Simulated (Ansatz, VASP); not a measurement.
**Two plane-wave programs on Rb**

The input INCAR:

```
SYSTEM = Rb
ALGO = Fast
EDIFF = 1E-6
ENCUT = 520
GGA = PE
ISIF = 2
ISMEAR = 0
LASPH = .TRUE.
LCHARG = .FALSE.
LREAL = .FALSE.
LWAVE = .FALSE.
NBANDS = 10
NELM = 80
PREC = Accurate
SIGMA = 0.15
```

File KPOINTS:

```
k-points
0
G
  14 14 14
  0 0 0
```

POSCAR

```
Rb
1.0
   -2.9622021407      2.9622021407      2.5178718196
    2.9622021407     -2.9622021407      2.5178718196
    2.9622021407      2.9622021407     -2.5178718196
Rb
1
Direct
    0.0000000000      0.0000000000      0.0000000000
```

Input for Ansatz:

```yaml
crystal:
  lattice:
    - [-2.9622021407, 2.9622021407, 2.5178718196]
    - [2.9622021407, -2.9622021407, 2.5178718196]
    - [2.9622021407, 2.9622021407, -2.5178718196]
  atoms:
    - { symbol: Rb, position: [0.0, 0.0, 0.0] }
basis:
  ecutwfc: 420
kpoints:
  mp_grid: { grid: [14, 14, 14] }
hamiltonian:
  xc: pbe
scf:
  occupations: { method: gaussian, width: 0.15 }
output:
  forces: true
  stress: true
  eigenvalues: true
```

Alike in both runs: task single point; functional PBE; k mesh 14 × 14 × 14; occupations gaussian, width 0.15 eV; no spin polarisation.

```csv
,VASP,Ansatz
version,VASP 6.6.1,Ansatz 0.2.0
potentials or method,"VASP PAW PBE potentials, release 64 (Rb_sv)","scalar-relativistic, plane waves, PAW"
plane-wave cutoff (eV),520,420
valence electrons in the cell,9,9
```

|  | VASP | Ansatz | Ansatz less VASP |
| --- | --- | --- | --- |
| gap on the k mesh at the Fermi level (eV) | none | none | - |
| pressure (GPa) | 0.1 | 0.1 | 0.00 |
| largest component of the traceless stress (GPa) | 0.14 | 0.14 | 0.000 |

A gap of «none» marks a metal or a gap that the smearing closes.
